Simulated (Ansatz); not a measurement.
The cell is built from the sc type as a first guess.

Au: DFT, PBE, PAW with Ansatz's default frozen-core files, scalar-relativistic (Ansatz 0.2.0).

The relaxation starts from this cell:

```
CELL_PARAMETERS angstrom
2.78291 0.00000 0.00000
0.00000 2.78291 0.00000
0.00000 0.00000 2.78291
ATOMIC_POSITIONS crystal
Au 0.00000 0.00000 0.00000
```

Output:

```
Engine: ansatz 0.2.0
Pseudopotentials: kind: paw
Pseudopotential: Au, paw, valence charge 19, recommended cutoff 420 eV (normal)
Functional definition: PBE
  parameter kappa = 0.804
  parameter beta = 0.06672455060314922
  exchange = pbe_x(kappa = kappa, mu = beta*pi^2/3)
  correlation = pbe_c(beta = beta)
Crystal: 1 atoms, lattice volume = 21.552 Å³
Basis set: ecut = 420 eV, 437 PW (Γ), exchange–correlation on 40×40×40 points (8 copies of the dense FFT grid, shifted against one another)
Bands: 14, of which v1, the nominal top of the filled ones, is band 10 counted from 1 (9 counted from 0)
Symmetry: 48 space group operations
Space group: Pm-3m (ITA 221), of the structure as read, at distance tolerance 2.8e-5 Å
k-points: 84 of 1728
Non-local potential: Au, projectors of the file, l = 0: 3, l = 1: 2, l = 2: 2, l = 3: 1
PAW form: soft (Blöchl's): semilocal exchange-correlation on the pseudo side does not see the compensation charge
PAW one-centre angular grid: Au, 590 points (default); XC on 64 Gauss nodes
Initial density: superposition of atomic densities (neutral atoms: chi_scale 0, normalization atom), corrected by the library's trained network
Initial wavefunctions: pseudopotential atomic-orbital guess
Functional: x = pbe(κ = 0.804, μ = 0.2195149727645171), c = pbe(β = 0.06672455060314922)
SCF iter   1: F=—  HF=-13149.120905 eV  |F-HF|=—  |Δ(HF+E_count)|=         —  Δρ=2.90e-3  dr2=1.48e-3  ethr=1.77e-3  ⟨swp⟩=5.2  Hψ=6098  notcnv=0
preconditioner: auto → none  [metal: Δε(μ)=0.094 eV  Ē_g=14.495 eV  σ=0.080 eV  W_gap=0.28  n_scr=6 (ndim 8)  ℏωp=26.5 eV  f_vac=0.012  D(μ)=0.33/eV (n_scr^D=0)  sad-step TF]
SCF iter   2: F=—  HF=-13149.121098 eV  |F-HF|=—  |Δ(HF+E_count)|=   1.93e-4  Δρ=1.19e-3  dr2=1.82e-4  ethr=7.77e-6  ⟨swp⟩=2.6  Hψ=2296  notcnv=0
SCF iter   3: F=—  HF=-13149.121148 eV  |F-HF|=—  |Δ(HF+E_count)|=   5.01e-5  Δρ=2.30e-4  dr2=3.53e-6  ethr=9.57e-7  ⟨swp⟩=2.2  Hψ=1576  notcnv=0
SCF iter   4: F=—  HF=-13149.121169 eV  |F-HF|=—  |Δ(HF+E_count)|=   2.13e-5  Δρ=2.96e-5  dr2=1.26e-7  ethr=1.86e-8  ⟨swp⟩=2.0  Hψ=1826  notcnv=0
iter 5 did not close the SCF: its close was put off for the readings that it lacked (scf_convergence_deferred on its scf_iter line)
SCF iter   5: F=-13149.121169 eV  HF=-13149.121169 eV  |F-HF|=1.72e-9  |Δ(HF+E_count)|=   1.60e-7  Δρ=4.29e-6  dr2=3.20e-9  ethr=6.63e-10  ⟨swp⟩=2.0  Hψ=1918  notcnv=0
SCF iter   6: F=-13149.121169 eV  HF=-13149.121169 eV  |F-HF|=1.82e-12  |Δ(HF+E_count)|=  2.82e-10  Δρ=2.53e-7  dr2=9.97e-12  ethr=1.69e-11  ⟨swp⟩=1.7  Hψ=3633  notcnv=0
SCF 1 converged in 6 iterations: F = -13149.121169 eV  dr2 = 9.97e-12
  greatest PAW one-centre occupation: 1.000 electrons in one spin orbital (limit 2), on the Au atom at site 0 (counted from 0), in its partial waves of l = 0
relax step   1: F+E_penalty+E_count = -13149.12116917 eV  Δ(F+E_penalty+E_count) = +0.000e0 eV  max|allowed force component| = 0.000e0 eV/Å  Δτ_max = 0.0000 Å  P = -3.575 GPa  Ω = 21.552 Å³  (6 SCF iters, dr2 threshold 1.00e-7 eV, accepted)
Crystal: 1 atoms, lattice volume = 19.919 Å³
Basis set: ecut = 420 eV, 389 PW (Γ), exchange–correlation on 40×40×40 points (8 copies of the dense FFT grid, shifted against one another)
Initial density: handed on by an earlier stage of this run
Initial wavefunctions: those handed on with the density
iter 1 solved again at ethr=3.72e-5 eV; its pass at ethr=3.10e-3 eV (dr2=7.07e-3 eV) is discarded
SCF iter   1: F=—  HF=-13149.121243 eV  |F-HF|=—  |Δ(HF+E_count)|=         —  Δρ=5.89e-3  dr2=7.17e-3  ethr=3.72e-5  ⟨swp⟩=1.0  Hψ=8425  notcnv=0
preconditioner: auto → none  [metal: Δε(μ)=0.126 eV  Ē_g=15.169 eV  σ=0.080 eV  W_gap=0.37  n_scr=6 (ndim 8)  ℏωp=27.6 eV  f_vac=0.002  D(μ)=0.36/eV (n_scr^D=0)]
SCF iter   2: F=—  HF=-13149.119532 eV  |F-HF|=—  |Δ(HF+E_count)|=   1.71e-3  Δρ=2.72e-3  dr2=7.78e-4  ethr=3.72e-5  ⟨swp⟩=2.0  Hψ=1631  notcnv=0
SCF iter   3: F=—  HF=-13149.119285 eV  |F-HF|=—  |Δ(HF+E_count)|=   2.47e-4  Δρ=1.06e-3  dr2=8.39e-5  ethr=4.09e-6  ⟨swp⟩=2.5  Hψ=1870  notcnv=0
SCF iter   4: F=—  HF=-13149.119288 eV  |F-HF|=—  |Δ(HF+E_count)|=   2.36e-6  Δρ=1.53e-4  dr2=1.19e-6  ethr=4.42e-7  ⟨swp⟩=2.0  Hψ=1579  notcnv=0
SCF iter   5: F=-13149.119288 eV  HF=-13149.119288 eV  |F-HF|=8.69e-10  |Δ(HF+E_count)|=   7.43e-7  Δρ=5.37e-6  dr2=1.94e-9  ethr=5.26e-10  ⟨swp⟩=4.3  Hψ=3899  notcnv=0
SCF 2 converged in 5 iterations: F = -13149.119288 eV  dr2 = 1.94e-9
relax step   2: F+E_penalty+E_count = -13149.11928842 eV  Δ(F+E_penalty+E_count) = +1.881e-3 eV  max|allowed force component| = 0.000e0 eV/Å  Δτ_max = 0.0000 Å  P = +4.784 GPa  Ω = 19.919 Å³  energy of the carried Pulay correction = +5.108e-4 eV  (5 SCF iters, dr2 threshold 1.00e-7 eV, rejected (line search))
Crystal: 1 atoms, lattice volume = 20.822 Å³
iter 1 solved again at ethr=1.02e-5 eV; its pass at ethr=3.10e-3 eV (dr2=1.94e-3 eV) is discarded
SCF iter   1: F=—  HF=-13149.131330 eV  |F-HF|=—  |Δ(HF+E_count)|=         —  Δρ=3.27e-3  dr2=2.37e-3  ethr=1.02e-5  ⟨swp⟩=1.1  Hψ=8237  notcnv=0
preconditioner: auto → none  [metal: Δε(μ)=0.066 eV  Ē_g=14.812 eV  σ=0.080 eV  W_gap=0.20  n_scr=6 (ndim 8)  ℏωp=27.0 eV  f_vac=0.003  D(μ)=0.33/eV (n_scr^D=0)]
SCF iter   2: F=—  HF=-13149.130758 eV  |F-HF|=—  |Δ(HF+E_count)|=   5.72e-4  Δρ=1.55e-3  dr2=2.51e-4  ethr=1.02e-5  ⟨swp⟩=2.0  Hψ=1619  notcnv=0
SCF iter   3: F=—  HF=-13149.130681 eV  |F-HF|=—  |Δ(HF+E_count)|=   7.69e-5  Δρ=6.12e-4  dr2=3.13e-5  ethr=1.32e-6  ⟨swp⟩=2.5  Hψ=1886  notcnv=0
SCF iter   4: F=—  HF=-13149.130682 eV  |F-HF|=—  |Δ(HF+E_count)|=   1.06e-6  Δρ=1.01e-4  dr2=5.84e-7  ethr=1.64e-7  ⟨swp⟩=2.0  Hψ=1524  notcnv=0
SCF iter   5: F=—  HF=-13149.130688 eV  |F-HF|=—  |Δ(HF+E_count)|=   5.57e-6  Δρ=5.84e-6  dr2=2.68e-9  ethr=3.07e-9  ⟨swp⟩=2.4  Hψ=1865  notcnv=0
SCF iter   6: F=-13149.130688 eV  HF=-13149.130688 eV  |F-HF|=7.28e-12  |Δ(HF+E_count)|=   1.40e-9  Δρ=4.22e-7  dr2=6.48e-12  ethr=1.00e-12  ⟨swp⟩=4.2  Hψ=5543  notcnv=0
SCF 3 converged in 6 iterations: F = -13149.130688 eV  dr2 = 6.48e-12
relax step   3: F+E_penalty+E_count = -13149.13068806 eV  Δ(F+E_penalty+E_count) = -9.519e-3 eV  max|allowed force component| = 0.000e0 eV/Å  Δτ_max = 0.0000 Å  P = -0.381 GPa  Ω = 20.822 Å³  energy of the carried Pulay correction = +2.235e-4 eV  (6 SCF iters, accepted)
Crystal: 1 atoms, lattice volume = 20.748 Å³
iter 1 solved again at ethr=4.75e-8 eV; its pass at ethr=3.10e-3 eV (dr2=9.02e-6 eV) is discarded
SCF iter   1: F=—  HF=-13149.130801 eV  |F-HF|=—  |Δ(HF+E_count)|=         —  Δρ=2.63e-4  dr2=1.55e-5  ethr=4.75e-8  ⟨swp⟩=2.0  Hψ=7799  notcnv=0
preconditioner: auto → none  [metal: Δε(μ)=0.082 eV  Ē_g=14.829 eV  σ=0.080 eV  W_gap=0.25  n_scr=6 (ndim 8)  ℏωp=27.0 eV  f_vac=0.003  D(μ)=0.34/eV (n_scr^D=0)]
SCF iter   2: F=—  HF=-13149.130803 eV  |F-HF|=—  |Δ(HF+E_count)|=   2.35e-6  Δρ=1.25e-4  dr2=1.70e-6  ethr=4.75e-8  ⟨swp⟩=2.1  Hψ=1661  notcnv=0
SCF iter   3: F=—  HF=-13149.130803 eV  |F-HF|=—  |Δ(HF+E_count)|=   5.09e-7  Δρ=4.84e-5  dr2=1.93e-7  ethr=8.93e-9  ⟨swp⟩=2.4  Hψ=1860  notcnv=0
SCF iter   4: F=-13149.130803 eV  HF=-13149.130803 eV  |F-HF|=1.56e-9  |Δ(HF+E_count)|=   1.20e-8  Δρ=7.39e-6  dr2=3.02e-9  ethr=5.26e-10  ⟨swp⟩=3.8  Hψ=3319  notcnv=0
SCF 4 converged in 4 iterations: F = -13149.130803 eV  dr2 = 3.02e-9
relax step   4: F+E_penalty+E_count = -13149.13080267 eV  Δ(F+E_penalty+E_count) = -1.146e-4 eV  max|allowed force component| = 0.000e0 eV/Å  Δτ_max = 0.0000 Å  P = -0.010 GPa  Ω = 20.748 Å³  energy of the carried Pulay correction = +2.468e-4 eV  (4 SCF iters, dr2 threshold 1.00e-7 eV, accepted)
Initial wavefunctions: pseudopotential atomic-orbital guess (no wavefunctions were taken with the density)
iter 1 solved again at ethr=4.06e-9 eV; its pass at ethr=3.10e-3 eV (dr2=7.71e-7 eV) is discarded
SCF iter   1: F=—  HF=-13149.130527 eV  |F-HF|=—  |Δ(HF+E_count)|=         —  Δρ=9.98e-5  dr2=3.73e-7  ethr=4.06e-9  ⟨swp⟩=4.2  Hψ=9969  notcnv=0
preconditioner: auto → none  [metal: Δε(μ)=0.081 eV  Ē_g=14.831 eV  σ=0.080 eV  W_gap=0.24  n_scr=6 (ndim 8)  ℏωp=27.0 eV  f_vac=0.004  D(μ)=0.33/eV (n_scr^D=0)]
SCF iter   2: F=—  HF=-13149.130532 eV  |F-HF|=—  |Δ(HF+E_count)|=   5.83e-6  Δρ=4.57e-5  dr2=7.95e-8  ethr=1.96e-9  ⟨swp⟩=2.1  Hψ=1985  notcnv=0
SCF iter   3: F=—  HF=-13149.130532 eV  |F-HF|=—  |Δ(HF+E_count)|=   6.12e-8  Δρ=1.32e-5  dr2=2.48e-8  ethr=4.18e-10  ⟨swp⟩=2.1  Hψ=1581  notcnv=0
SCF iter   4: F=—  HF=-13149.130532 eV  |F-HF|=—  |Δ(HF+E_count)|=   2.50e-9  Δρ=2.76e-6  dr2=3.17e-10  ethr=1.30e-10  ⟨swp⟩=2.6  Hψ=1892  notcnv=0
SCF iter   5: F=-13149.130532 eV  HF=-13149.130532 eV  |F-HF|=0.00e0  |Δ(HF+E_count)|=  7.79e-10  Δρ=7.52e-8  dr2=4.85e-13  ethr=1.00e-12  ⟨swp⟩=3.7  Hψ=5283  notcnv=0
SCF 5 converged in 5 iterations: F = -13149.130532 eV  dr2 = 4.85e-13
relax step   5: F+E_penalty+E_count = -13149.13053243 eV  Δ(F+E_penalty+E_count) = +2.702e-4 eV  max|allowed force component| = 0.000e0 eV/Å  Δτ_max = 0.0000 Å  P = -0.004 GPa  Ω = 20.748 Å³  stress off target by 4.12e-3 GPa  SCF on the basis re-selected at this cell (its energy is not comparable with the rows above)  (5 SCF iters)
basis re-selected at this cell: Δ(F+E_penalty+E_count) = +2.702e-4 eV, ΔP = +0.006 GPa vs the last step (what re-selecting the basis moved, of the pressure what is left beyond the Pulay correction that the steps carried, after the strain that the cell walked since its last selection, with what the two solves' SCF thresholds leave and, on support functions, any second-order correction that the steps lacked; it is no measure of the basis error at this ecutwfc). This SCF's stress stands 4.12e-3 GPa from its target on what of the cell is left free (relax.cell.stress_tol is 5.00e-2 GPa) and its largest allowed force component is 0.00e0 eV/Å (relax.f_tol is 5.00e-3 eV/Å): within both
SCF converged after 5 iterations
Free energy (F): -13149.130532 eV
Harris-Foulkes:  -13149.130532 eV  (|F-HF|=0.00e0)
Internal energy: -13149.123566 eV  (E = F + TS)
E sigma→0 (E₀):  -13149.127049 eV
Entropy (-TS):   -0.006967 eV (-6.967 meV/atom)
Fermi energy:    15.465712 eV
--- Per-component energies (eV) ---
  E_band       = -290.087201
  E_kinetic    = 604.460624
  E_local      = -2086.897524  (includes V_loc(G=0)·N_el)
  E_nonlocal   = 73.942842
  E_hartree    = 877.384331
  E_xc         = -227.499416
  E_vxc        = -274.486358  (∫ρ·V_xc dr)
  E_paw        = -9706.760238  (= ΣΔE_a)
  E_vpaw       = -361.876817  (= ΣTr[D̂ρ^β])
  E_aug_tail   = 0.001395  (compensation charges beyond the density's cutoff)
  E_ewald      = -2683.755580
  E_smearing   = -0.006967  (= −TS)
  E_closure    = -0.000000  (closes the sum)
  Σ components = -13149.130532   (vs F -13149.130532, Δ=0.00e0)
--- Forces (eV/Å), atoms counted from 1 ---
  atom   1  Au     0.00000000     0.00000000     0.00000000
  max |Σ_I F_I| component: 1.44e-32 eV/Å
--- Stress (GPa, compression-positive) ---
       -0.004123       0.000000      -0.000000
        0.000000      -0.004123      -0.000000
       -0.000000      -0.000000      -0.004123
  P = ⅓ Tr σ = -0.0041 GPa (-0.041 kbar)
--- Relaxed structure (4 steps of the walk, 3 accepted, 1 SCFs on fresh bases) ---
  F+E_penalty+E_count = -13149.13053243 eV   max|allowed force component| = 0.000e0 eV/Å   (the final SCF, on the basis selected at the relaxed cell)
  cell:  # Å, volume = 20.7478 Å³
    - [2.7478366890411916, -1.5086451231033347e-33, 1.6049416203226962e-35]
    - [3.209883240645393e-35, 2.7478366890411916, 0.0]
    - [1.6049416203226962e-35, 0.0, 2.7478366890411916]
  atoms:
    - { symbol: Au, position: [0.0, 0.0, 0.0] }
```
